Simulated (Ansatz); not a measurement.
**triplet C5H8O2 at 6 levels**

Wanted: a comparison of 6 runs (UHF/6-31G*, U-r2SCAN0/6-31G*, U-revPBE/6-31G*, U-wB97M-V/6-31G*, UB3LYP/6-31G*, USVWN5/6-31G*) of triplet C5H8O2. 

Program for the calculation: Ansatz 0.2.0.

43 further runs of the same task are left out: 43 set aside as unsound or not needed.

### 1 Starting point

C5H8O2 has 15 atoms, charge 0, and is taken as a triplet. SMILES of the parent species: `C=C(C)C(=O)OC`. The shape is that of a PBE0-D4/def2-TZVP optimisation. This is one conformer, not always the lowest. That shape belongs to the parent species and isn't relaxed for this state.

Bond lengths: C1–C2 1.330 Å, C2–C3 1.494 Å, C2–C4 1.491 Å, C4–O5 1.204 Å, C4–O6 1.341 Å, O6–C7 1.422 Å, C1–H8 1.084 Å, C1–H9 1.083 Å, C3–H10 1.093 Å, C3–H11 1.093 Å, C3–H12 1.090 Å, C7–H13 1.091 Å, C7–H14 1.088 Å, C7–H15 1.091 Å. Some angles: C1–C2–C3 124.0°, C1–C2–C4 116.9°, C3–C2–C4 119.0°, C2–C4–O5 125.6°, C2–C4–O6 111.4°, O5–C4–O6 123.0°, C4–O6–C7 115.1°, C2–C1–H8 121.3°, C2–C1–H9 120.3°, C2–C3–H10 111.1°.

### 2 A single-point energy at UHF/6-31G(d) (spherical functions) (run 1)

in.yaml reads:

```yaml
basis:
  gaussian:
    orbitals: 6-31G_st_-spherical.json
crystal:
  periodic: [false, false, false]
  atoms:
    - {symbol: C, position_ang: [-2.115470, 0.766080, 0.491160]}
    - {symbol: C, position_ang: [-0.980280, 0.074110, 0.472930]}
    - {symbol: C, position_ang: [-0.703860, -1.102000, 1.351370]}
    - {symbol: C, position_ang: [0.066050, 0.518890, -0.491900]}
    - {symbol: O, position_ang: [-0.031390, 1.446280, -1.252800]}
    - {symbol: O, position_ang: [1.161360, -0.251450, -0.416360]}
    - {symbol: C, position_ang: [2.212190, 0.104920, -1.305790]}
    - {symbol: H, position_ang: [-2.923090, 0.503830, 1.164690]}
    - {symbol: H, position_ang: [-2.251020, 1.610120, -0.173900]}
    - {symbol: H, position_ang: [-0.492270, -1.995320, 0.759000]}
    - {symbol: H, position_ang: [0.174660, -0.928530, 1.977370]}
    - {symbol: H, position_ang: [-1.558440, -1.305430, 1.997330]}
    - {symbol: H, position_ang: [1.876680, 0.039980, -2.341850]}
    - {symbol: H, position_ang: [3.014700, -0.605400, -1.119350]}
    - {symbol: H, position_ang: [2.550210, 1.123900, -1.111900]}
magnetization:
  spin_polarized: true
  initial_magnetization: 2
hamiltonian:
  xc: hf
accuracy: high
output: {orbitals: {seedname: orbitals}}
```

The basis set 6-31G* is read from a file made from the Basis Set Exchange's data (not shown).

Run with:

```console
ansatz run in.yaml --threads 1 --pin off --max-ram 3480MiB --events-out events.jsonl --progress --plain --runs-dir runs
```

Standard output:

```text
Warning: RAYON_NUM_THREADS=1 ignored (pool sized by the plan → 1); use --threads N
Functional definition: HF
  name "HF"
  exchange = exact_x
  correlation = 0
2854 factors; integrals over basis functions are off by at most 1.0e-8 eV
mean field evaluation 1: about -9344.5647 eV, gradient 3.1e1 eV
mean field evaluation 2: about -9344.5735 eV, gradient 3.1e1 eV
mean field evaluation 4: about -9349.5662 eV, gradient 4.7e0 eV
mean field evaluation 8: about -9349.9073 eV, gradient 3.0e-1 eV
mean field evaluation 16: about -9349.9102 eV, gradient 3.7e-8 eV
mean field evaluation 32: about -9346.6606 eV, gradient 1.1e0 eV
mean field -9349.91024058 eV, -343.6028637446 hartree, gradient 3.7e-8 eV, S^2 2.041847; 1 other end points of the search recorded, 0 dependent functions left out
reference -9349.91024058 eV, -343.6028637446 hartree; 28, 26 occupied and 86, 88 virtual orbitals, 2854 factors
Total energy: -9349.91024058 eV, -343.6028637446 hartree
```

It took 17 s on 1 thread of Arm Neoverse V1, shared host; peak memory 0.55 GiB.

### 3 A single-point energy at U-r2SCAN0/6-31G(d) (spherical functions) (run 2)

in.yaml reads:

```yaml
crystal:
  periodic: [false, false, false]
  atoms:
    - symbol: C
      position_ang: [-2.115470, 0.766080, 0.491160]
    - symbol: C
      position_ang: [-0.980280, 0.074110, 0.472930]
    - symbol: C
      position_ang: [-0.703860, -1.102000, 1.351370]
    - symbol: C
      position_ang: [0.066050, 0.518890, -0.491900]
    - symbol: O
      position_ang: [-0.031390, 1.446280, -1.252800]
    - symbol: O
      position_ang: [1.161360, -0.251450, -0.416360]
    - symbol: C
      position_ang: [2.212190, 0.104920, -1.305790]
    - symbol: H
      position_ang: [-2.923090, 0.503830, 1.164690]
    - symbol: H
      position_ang: [-2.251020, 1.610120, -0.173900]
    - symbol: H
      position_ang: [-0.492270, -1.995320, 0.759000]
    - symbol: H
      position_ang: [0.174660, -0.928530, 1.977370]
    - symbol: H
      position_ang: [-1.558440, -1.305430, 1.997330]
    - symbol: H
      position_ang: [1.876680, 0.039980, -2.341850]
    - symbol: H
      position_ang: [3.014700, -0.605400, -1.119350]
    - symbol: H
      position_ang: [2.550210, 1.123900, -1.111900]
basis:
  gaussian: {orbitals: 6-31G_st_-spherical.json}
magnetization: {spin_polarized: true, initial_magnetization: 2}
hamiltonian: {xc: {name: r2SCAN0}}
accuracy: high
output: {orbitals: {seedname: orbitals}}
```

The basis set 6-31G* is read from a file made from the Basis Set Exchange's data (not shown).

Run with:

```console
ansatz run in.yaml --threads 1 --pin off --max-ram 3480MiB --events-out events.jsonl --progress --plain --runs-dir runs
```

Standard output:

```text
Warning: RAYON_NUM_THREADS=1 ignored (pool sized by the plan → 1); use --threads N
Functional definition: r2SCAN0
  name "r2SCAN0"
  parameter a = 0.25
  parameter k0 = 0.174
  parameter k1 = 0.065
  parameter a1 = 4.9479
  exchange = (1 - a)*r2scan_x(k0 = k0, k1 = k1, a1 = a1) + a*exact_x
  correlation = r2scan_c
2854 factors; integrals over basis functions are off by at most 1.0e-8 eV
mean field evaluation 1: about -9392.3303 eV, gradient 3.8e1 eV
mean field evaluation 2: about -9379.6759 eV, gradient 6.4e1 eV
mean field evaluation 4: about -9398.3577 eV, gradient 6.4e0 eV
mean field evaluation 8: about -9399.0912 eV, gradient 1.4e0 eV
mean field evaluation 16: about -9399.1075 eV, gradient 1.0e-2 eV
mean field evaluation 32: about -9399.1075 eV, gradient 4.3e-7 eV
mean field -9399.10748760 eV, -345.4108292253 hartree, gradient 6.7e-8 eV, S^2 2.014475; 0 other end points of the search recorded, 0 dependent functions left out
reference -9399.10748861 eV, -345.4108292626 hartree; 28, 26 occupied and 86, 88 virtual orbitals, 2854 factors
Total energy: -9399.10748861 eV, -345.4108292626 hartree
```

Wall time 67 s (1 thread of Arm Neoverse V1, shared host); peak memory 0.91 GiB.

Runs 3 to 5 aren't shown in full; the table further down has their settings and results.

### 4 The energy at USVWN5/6-31G(d) (spherical functions) (run 6)

run.yaml reads:

```yaml
crystal:
  periodic: [false, false, false]
  atoms:
    - {symbol: C, position_ang: [-2.115470, 0.766080, 0.491160]}
    - {symbol: C, position_ang: [-0.980280, 0.074110, 0.472930]}
    - {symbol: C, position_ang: [-0.703860, -1.102000, 1.351370]}
    - {symbol: C, position_ang: [0.066050, 0.518890, -0.491900]}
    - {symbol: O, position_ang: [-0.031390, 1.446280, -1.252800]}
    - {symbol: O, position_ang: [1.161360, -0.251450, -0.416360]}
    - {symbol: C, position_ang: [2.212190, 0.104920, -1.305790]}
    - {symbol: H, position_ang: [-2.923090, 0.503830, 1.164690]}
    - {symbol: H, position_ang: [-2.251020, 1.610120, -0.173900]}
    - {symbol: H, position_ang: [-0.492270, -1.995320, 0.759000]}
    - {symbol: H, position_ang: [0.174660, -0.928530, 1.977370]}
    - {symbol: H, position_ang: [-1.558440, -1.305430, 1.997330]}
    - {symbol: H, position_ang: [1.876680, 0.039980, -2.341850]}
    - {symbol: H, position_ang: [3.014700, -0.605400, -1.119350]}
    - {symbol: H, position_ang: [2.550210, 1.123900, -1.111900]}
basis:
  gaussian: {orbitals: 6-31G_st_-spherical.json}
magnetization: {spin_polarized: true, initial_magnetization: 2}
hamiltonian: {xc: {name: SVWN5}}
accuracy: high
output: {orbitals: {seedname: orbitals}}
```

The basis set 6-31G* is read from a file made from the Basis Set Exchange's data (not shown).

Run with:

```console
ansatz run run.yaml --threads 1 --pin off --max-ram 3480MiB --events-out events.jsonl --progress --plain --runs-dir runs
```

Standard output:

```text
Warning: RAYON_NUM_THREADS=1 ignored (pool sized by the plan → 1); use --threads N
Functional definition: SVWN5
  name "SVWN5"
  exchange = slater_x
  correlation = vwn5_c
2854 factors; integrals over basis functions are off by at most 1.0e-8 eV
mean field evaluation 1: about -9313.2796 eV, gradient 5.3e1 eV
mean field evaluation 2: about -9283.4552 eV, gradient 9.6e1 eV
mean field evaluation 4: about -9322.3105 eV, gradient 2.4e1 eV
mean field evaluation 8: about -9322.3709 eV, gradient 2.4e1 eV
mean field evaluation 16: about -9326.1492 eV, gradient 9.3e-1 eV
mean field evaluation 32: about -9326.1542 eV, gradient 2.3e-1 eV
mean field -9326.15654258 eV, -342.7299314438 hartree, gradient 2.8e-8 eV, S^2 2.002989; 6 other end points of the search recorded, 0 dependent functions left out
reference -9326.15654522 eV, -342.7299315408 hartree; 28, 26 occupied and 86, 88 virtual orbitals, 2854 factors
Total energy: -9326.15654522 eV, -342.7299315408 hartree
```

Wall time 23 s (1 thread of Arm Neoverse V1, shared host); peak memory 0.44 GiB.

### 5 Overview of the runs

| run | level | energy (Eh) | HOMO energy (eV) | ⟨S²⟩ | wall time |
| --- | --- | --- | --- | --- | --- |
| 1 | UHF/6-31G* (spherical functions) | -343.602864 | -6.86 | 2.042 | 17 s |
| 2 | U-r2SCAN0/6-31G* (spherical functions) | -345.410829 | -4.09 | 2.014 | 67 s |
| 3 | U-revPBE/6-31G* (spherical functions) | -345.531606 | -2.50 | 2.006 | 29 s |
| 4 | U-wB97M-V/6-31G* (spherical functions) | -345.489893 | -5.66 | 2.008 | 4.7 min |
| 5 | UB3LYP/6-31G* (spherical functions) | -345.637504 | -3.44 | 2.008 | 39 s |
| 6 | USVWN5/6-31G* (spherical functions) | -342.729932 | -2.42 | 2.003 | 23 s |

### 6 Outcome

```
                                 quantity          value
                      run 6: total energy  -342.72993 Eh
run 6: HOMO energy (highest over α and β)       -2.42 eV
                              run 6: ⟨S²⟩          2.003
```

What this shows: Totals of different functionals can't be ranked against each other. All runs together took 7.6 min, the longest 4.7 min.
